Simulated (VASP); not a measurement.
# Se (R-3m) in VASP: further runs

Runs on Se. Level: PBE. Tasks: relaxation of cell and atoms.

Program: VASP 6.6.1. These are calculated values, not measurements. Logs are shortened: lines on timing, memory, paths and dates and some standing lists are left out, and cuts for length are marked.

**1. The structure**

The structure is trigonal, space group R-3m (No. 166). Conventional cell: a = 3.850 Å, b = 3.850 Å, c = 2.645 Å, α = 90.00°, β = 90.00°, γ = 120.00°. Se (site symmetry -3m) has 8 Se at 2.39 to 2.65 Å as nearest neighbours.

This isn't the form of Se at room conditions, which is trigonal, of chains.

**2. Relaxation of cell and atoms, PBE, non-collinear spin, zero start, spin-orbit coupling, target pressure 125 GPa, at which the enthalpy is minimised**

The input, INCAR:

```
SYSTEM = Se
PREC = Accurate
ENCUT = 520
EDIFF = 1E-7
ISMEAR = 0
SIGMA = 0.02
LREAL = .False.
LASPH = .True.
NELM = 60
ALGO = Normal
ISIF = 3
LWAVE = .False.
LCHARG = .False.
MAGMOM = 0 0 0
LORBIT = 11
LSORBIT = .True.
GGA_COMPAT = .False.
GGA = PE
IBRION = 2
NSW = 80
EDIFFG = -0.002
PSTRESS = 1250.0
KPAR = 4
```

The input, KPOINTS:

```
Automatic mesh
0
Gamma
  15 15 15
  0 0 0
```

The input, POSCAR:

```
Se
1.0
    1.9250000000      1.1113992700      0.8816666700
   -1.9250000000      1.1113992700      0.8816666700
    0.0000000000     -2.2227985400      0.8816666700
Se
1
Direct
    0.0000000000      0.0000000000      0.0000000000
```

Potentials or basis: VASP PAW PBE potentials, release 64 (Se).

Run with:

```bash
$ cat potpaw_PBE.64/Se/POTCAR > POTCAR
$ mpirun -np 4 vasp_ncl > vasp.out
```

OUTCAR:

```text
SYSTEM = Se
   PREC = Accurate
   ENCUT = 520
   EDIFF = 1E-7
   ISMEAR = 0
   LREAL = .False.
   LASPH = .True.
   NELM = 60
   ISIF = 3
   LORBIT = 11
   LSORBIT = .True.
   GGA = PE
   IBRION = 2
   NSW = 80
   EDIFFG = -0.002
   PSTRESS = 1250.0

 ion  position               nearest neighbor table
   1  0.000  0.000  0.000-

  LATTYP: Found a trigonal (rhomboedric) cell.
 ALAT       =     2.3912694232
 COS(alpha) =    -0.2960878580

  Lattice vectors:

 A1 = (   1.9250000000,   1.1113992700,   0.8816666700)
 A2 = (  -1.9250000000,   1.1113992700,   0.8816666700)
 A3 = (   0.0000000000,  -2.2227985400,   0.8816666700)

Analysis of symmetry for initial positions (statically):
=====================================================================
 Subroutine PRICEL returns:
 Original cell was already a primitive cell.

 Routine SETGRP: Setting up the symmetry group for a
 trigonal (rhombohedral) supercell.

 Subroutine GETGRP returns: Found 12 space group operations
 (whereof 12 operations were pure point group operations)
 out of a pool of 12 trial point group operations.

The static configuration has the point symmetry D_3d.

Analysis of symmetry for dynamics (positions and initial velocities):
=====================================================================
 Subroutine PRICEL returns:
 Original cell was already a primitive cell.

 Routine SETGRP: Setting up the symmetry group for a
 trigonal (rhombohedral) supercell.

 Subroutine GETGRP returns: Found 12 space group operations
 (whereof 12 operations were pure point group operations)
 out of a pool of 12 trial point group operations.

The dynamic configuration has the point symmetry D_3d.

Analysis of structural, dynamic, and magnetic symmetry:
=====================================================================
 Subroutine PRICEL returns:
 Original cell was already a primitive cell.

 Routine SETGRP: Setting up the symmetry group for a
 trigonal (rhombohedral) supercell.

 Subroutine GETGRP returns: Found 12 space group operations
 (whereof 12 operations were pure point group operations)
 out of a pool of 12 trial point group operations.

The overall configuration has the point symmetry D_3d.

 Subroutine INISYM returns: Found 12 space group operations
 (whereof 12 operations are pure point group operations),
 and found     1 'primitive' translations

----------------------------------------------------------------------------------------

                                     Primitive cell

  volume of cell :      11.3177

  direct lattice vectors                    reciprocal lattice vectors
     1.925000000  1.111399270  0.881666670     0.259740260  0.149961109  0.378071832
    -1.925000000  1.111399270  0.881666670    -0.259740260  0.149961109  0.378071832
     0.000000000 -2.222798540  0.881666670     0.000000000 -0.299922217  0.378071832

  length of vectors
     2.391269423  2.391269423  2.391269426     0.482588486  0.482588486  0.482588486

  position of ions in fractional coordinates (direct lattice)
     0.000000000  0.000000000  0.000000000

  ion indices of the primitive-cell ions
   primitive index   ion index
                 1           1

----------------------------------------------------------------------------------------

 KPOINTS: Automatic mesh

Automatic generation of k-mesh.
 Grid dimensions read from file:
 generate k-points for:   15   15   15

 Generating k-lattice:

  Cartesian coordinates                     Fractional coordinates (reciprocal lattice)
     0.017316017  0.009997407  0.025204789     0.066666667  0.000000000  0.000000000
    -0.017316017  0.009997407  0.025204789     0.000000000  0.066666667  0.000000000
     0.000000000 -0.019994814  0.025204789     0.000000000  0.000000000  0.066666667

  Length of vectors
     0.032172566  0.032172566  0.032172566

  Shift w.r.t. Gamma in fractional coordinates (k-lattice)
     0.000000000  0.000000000  0.000000000

[... 50 lines left out ...]
   EDIFF  = 0.1E-06   stopping-criterion for ELM
   LREAL  =      F    real-space projection
   EDIFFG = -.2E-02   stopping-criterion for IOM
   NSW    =     80    number of steps for IOM
   IBRION =      2    ionic relax: 0-MD 1-quasi-New 2-CG
   NFREE  =      1    steps in history (QN), initial steepest desc. (CG)
   ISIF   =      3    stress and relaxation
   ISYM   =      2    0-nonsym 1-usesym 2-fastsym
   POTIM  = 0.5000    time-step for ionic-motion
   TEBEG  =    0.0;   TEEND  =   0.0 temperature during run
   PSTRESS= 1250.0 pullay stress
   NELECT =       6.0000    total number of electrons
   NUPDOWN=      -1.0000    fix difference up-down
   EMIN   =  10.00;   EMAX   =-10.00  energy-range for DOS
   EFERMI =   0.00;   METHOD = LEGACY
   ISMEAR =     0;   SIGMA  =   0.02  broadening in eV -4-tet -1-fermi 0-gaus
   EFERMI_NEDOS =   21; number of points for ismear=-14 and -15
   IALGO  =     38    algorithm
   IMIX   =      4    mixing-type and parameters
     AMIX     =   0.40;   BMIX     =  1.00
     AMIX_MAG =   1.60;   BMIX_MAG =  1.00
  volume/ion in A,a.u.               =      11.32        76.38
  Fermi-wavevector in a.u.,A,eV,Ry     =   1.324971  2.503832 23.885687  1.755548
  Thomas-Fermi vector in A             =   2.454466
   LORBIT       =     11    0 simple, 1 ext, 2 COOP (PROOUT), +10 PAW based schemes
   GGA     = PE    functional components
   LHFCALC =     F    Hartree Fock is set to
   AEXX    =    0.0000 exact exchange contribution
   IVDW    =     0    specifies the selected vdW correction
   LEPSILON=     F    determine dielectric tensor
   LRPA    =     F    only Hartree local field effects (RPA)
 conjugate gradient relaxation of ions
 Gauss-broadening in eV      SIGMA  =   0.02
  energy-cutoff  :      520.00
  volume of cell :       11.32
 maximum number of plane-waves:       626
 NGX is ok and might be reduce to    18
   NGX =  9   NGY =  9   NGZ =  9

--------------------------------------- Ionic step        1  -------------------------------------------

 number of electron       6.0000000 magnetization       0.0000000      0.0000000      0.0000000

 number of electron       6.0000000 magnetization      -0.0000000      0.0000000      0.0000000

 number of electron       6.0000000 magnetization       0.0000000     -0.0000000     -0.0000000

 Free energy of the ion-electron system (eV)
  ---------------------------------------------------
  ext. energy  EPLUGINS =         0.00000000
  ---------------------------------------------------
  free energy    TOTEN  =        -0.29173312 eV

  energy without entropy =       -0.29167055  energy(sigma->0) =       -0.29170183

------------------------ aborting loop because EDIFF is reached ----------------------------------------

  FORCE on cell =-STRESS in cart. coord.  units (eV):
  Direction    XX          YY          ZZ          XY          YZ          ZX
  --------------------------------------------------------------------------------------
  -------------------------------------------------------------------------------------
  Total       11.5721356     11.5721356     11.0759357      0.0000000      0.0000000      0.0000000
  in kB     1638.2024893   1638.2024947   1567.9582413      0.0000000      0.0000000      0.0000000
  external PRESSURE =     364.7877417 kB  Pullay stress =    1250.0000000 kB
[... 26 lines left out ...]
 number of electron       6.0000003 magnetization      -0.0000000      0.0000000     -0.0000000

 number of electron       6.0000003 magnetization       0.0000000     -0.0000000      0.0000000

 E-fermi :   8.7031     XC(G=0): -11.6935

 val. band max:        8.7023782145   @ k =  -0.4000   0.4000   0.2000
 cond. band min:       8.7060997464   @ k =  -0.2667   0.4667   0.2000
 fundamental gap:      0.0037215318
 Fermi energy:         8.7031440487

 k-point     1 :       0.0000    0.0000    0.0000
  band No.  band energies     occupation
      1      -9.8767      1.00000
      2      -9.8767      1.00000
      3      11.9788      0.00000
      4      11.9788      0.00000
      5      13.2763      0.00000
      6      13.2763      0.00000
      7      13.6692      0.00000
      8      13.6692      0.00000
      9      20.7104      0.00000
     10      20.7104      0.00000
     11      20.7183      0.00000
     12      20.7183      0.00000
     13      21.6083      0.00000
     14      21.6083      0.00000
[... 663 lines left out ...]
--------------------------------------- Ionic step        9  -------------------------------------------

 number of electron       6.0000000 magnetization      -0.0000000      0.0000000     -0.0000000

 Free energy of the ion-electron system (eV)
  ---------------------------------------------------
  ext. energy  EPLUGINS =         0.00000000
  ---------------------------------------------------
  free energy    TOTEN  =        -0.95171737 eV

  energy without entropy =       -0.95167290  energy(sigma->0) =       -0.95169514

 E-fermi :  13.6857     XC(G=0): -13.1189

 val. band max:       13.6775621035   @ k =   0.2000   0.2000   0.0667
 cond. band min:      13.7585969508   @ k =   0.3333   0.1333   0.0667
 fundamental gap:      0.0810348473
 Fermi energy:        13.6856711669

 k-point     1 :       0.0000    0.0000    0.0000
  band No.  band energies     occupation
      1      -8.9805      1.00000
      2      -8.9805      1.00000
      3      18.6357      0.00000
      4      18.6357      0.00000
      5      20.5950      0.00000
      6      20.5950      0.00000
      7      21.0670      0.00000
      8      21.0670      0.00000
      9      25.9676      0.00000
     10      25.9676      0.00000
     11      25.9728      0.00000
     12      25.9728      0.00000
     13      28.1486      0.00000
     14      28.1486      0.00000
[... 423 lines left out ...]
  energy  without entropy=       -0.9516728986  energy(sigma->0) =       -0.95169514

  enthalpy is  TOTEN    =         8.4562281775 eV   P V=        9.4079455524

 reached required accuracy - stopping structural energy minimisation

 Spin-Orbit-Coupling matrix elements

 Ion:    1  E_soc:     -0.0425052
 l=   1
     0.0000000    -0.0072155    -0.0067056
    -0.0072155     0.0000000    -0.0072155
    -0.0067056    -0.0072155     0.0000000
 l=   2
     0.0000000    -0.0000073     0.0000000    -0.0000073    -0.0000333
    -0.0000073     0.0000000    -0.0000232    -0.0000072    -0.0000073
     0.0000000    -0.0000232     0.0000000    -0.0000232     0.0000000
    -0.0000073    -0.0000072    -0.0000232     0.0000000    -0.0000073
    -0.0000333    -0.0000073     0.0000000    -0.0000073     0.0000000
 l=   3
     0.0000000     0.0000000     0.0000000     0.0000000     0.0000000     0.0000000     0.0000000
     0.0000000     0.0000000     0.0000000     0.0000000     0.0000000     0.0000000     0.0000000
     0.0000000     0.0000000     0.0000000     0.0000000     0.0000000     0.0000000     0.0000000
     0.0000000     0.0000000     0.0000000     0.0000000     0.0000000     0.0000000     0.0000000
     0.0000000     0.0000000     0.0000000     0.0000000     0.0000000     0.0000000     0.0000000
     0.0000000     0.0000000     0.0000000     0.0000000     0.0000000     0.0000000     0.0000000
     0.0000000     0.0000000     0.0000000     0.0000000     0.0000000     0.0000000     0.0000000

 total charge

# of ion       s       p       d       tot
------------------------------------------
    1        1.555   2.305   0.235   4.095

 magnetization (x)

# of ion       s       p       d       tot
------------------------------------------
    1        0.000   0.000   0.000   0.000

 magnetization (y)

# of ion       s       p       d       tot
------------------------------------------
    1        0.000  -0.000  -0.000  -0.000

 magnetization (z)

# of ion       s       p       d       tot
------------------------------------------
    1        0.000   0.000   0.000   0.000
```

Run time: 2.4 min. Hardware: 4 MPI ranks of Intel Xeon Platinum 8559C (Emerald Rapids), shared host; peak memory 0.2 GiB.

What came out:

```yaml
Free_energy: -0.9517 eV
Relaxed_volume: 12.06 Å³/atom
Relaxed_cell: a = 2.445 Å, b = 2.445 Å, c = 2.445 Å, α = 107.34°, β = 107.34°, γ = 107.34°
Space_group_after_relaxing_to_0.05_Å: R-3m (No. 166)
Energy_change_on_relaxing_the_enthalpy_is_what_falls: -660.0 meV/atom
Ionic_steps: 9
Pressure_after_relaxing: 125.0 GPa
Net_moment: 0.00 μB per cell
Valence_electrons_inside_the_program's_atomic_spheres: Se 4.09
```

Step by step:
```tsv
step	energy change (eV)	largest force (eV/Å)	pressure (GPa)	volume (Å³)
1	0.0000	0.0000	161.48	11.32
2	-2.3490	0.0000	30.18	16.08
3	-0.7511	0.0000	119.99	12.18
4	-0.6650	0.0000	124.77	12.07
5	-0.6531	0.0000	125.44	12.05
6	-0.6523	0.0000	125.44	12.05
7	-0.6521	0.0000	125.43	12.05
8	-0.6595	0.0000	125.02	12.06
9	-0.6600	0.0000	125.00	12.06
```

Final structure:
```yaml
crystal:
  lattice:
    - [1.96973, 1.13723, 0.89720]
    - [-1.96973, 1.13723, 0.89720]
    - [0.00000, -2.27445, 0.89720]
  atoms:
    - { symbol: Se, position: [0.00000, 0.00000, 0.00000] }
```

Moments on the atoms (μB; x, y, z):
```
Se  0.00 0.00 0.00
```

Caveat: the cell is relaxed towards a set pressure, so the enthalpy falls and the energy may rise.

**3. Relaxation of cell and atoms, PBE, non-collinear spin, zero start, spin-orbit coupling, target pressure 125 GPa, at which the enthalpy is minimised**

This run uses another cell than the first one, of 12.06 Å³/atom, 1.065 times its volume.

INCAR is that of step 2.

KPOINTS is that of step 2.

The input, POSCAR:

```
Se                                      
1.0
    1.9697341411      1.1372265415      0.8972005161
   -1.9697341411      1.1372265415      0.8972005161
   -0.0000000000     -2.2744530830      0.8972005161
  Se            
     1
Direct
     0.0000000000000000    0.0000000000000000    0.0000000000000000
```

Potentials or basis: VASP PAW PBE potentials, release 64 (Se).

Run with:

```bash
$ cat potpaw_PBE.64/Se/POTCAR > POTCAR
$ mpirun -np 4 vasp_ncl > vasp.out
```

Run time: 26 s. Hardware: 4 MPI ranks of Intel Xeon Platinum 8559C (Emerald Rapids), shared host; peak memory 0.19 GiB.

It converged, with:

* Free energy: -0.9519 eV
* Pressure after relaxing: 125.0 GPa
* Net moment: 0.00 μB per cell
* Valence electrons inside the program's atomic spheres: Se 4.09

Final structure:
```cif
data_structure
_symmetry_space_group_name_H-M 'P 1'
_symmetry_Int_Tables_number 1
_cell_length_a 2.4450
_cell_length_b 2.4450
_cell_length_c 2.4450
_cell_angle_alpha 107.339
_cell_angle_beta 107.339
_cell_angle_gamma 107.339
_cell_volume 12.06
loop_
_atom_site_label
_atom_site_type_symbol
_atom_site_fract_x
_atom_site_fract_y
_atom_site_fract_z
_atom_site_occupancy
Se1 Se 0.00000 0.00000 0.00000 1
```

Moments on the atoms (μB; x, y, z):
```
Se  0.00 0.00 0.00
```

Caveat: the relaxation stopped at its first step, so nothing moved; the cell is relaxed towards a set pressure, so the enthalpy falls and the energy may rise.
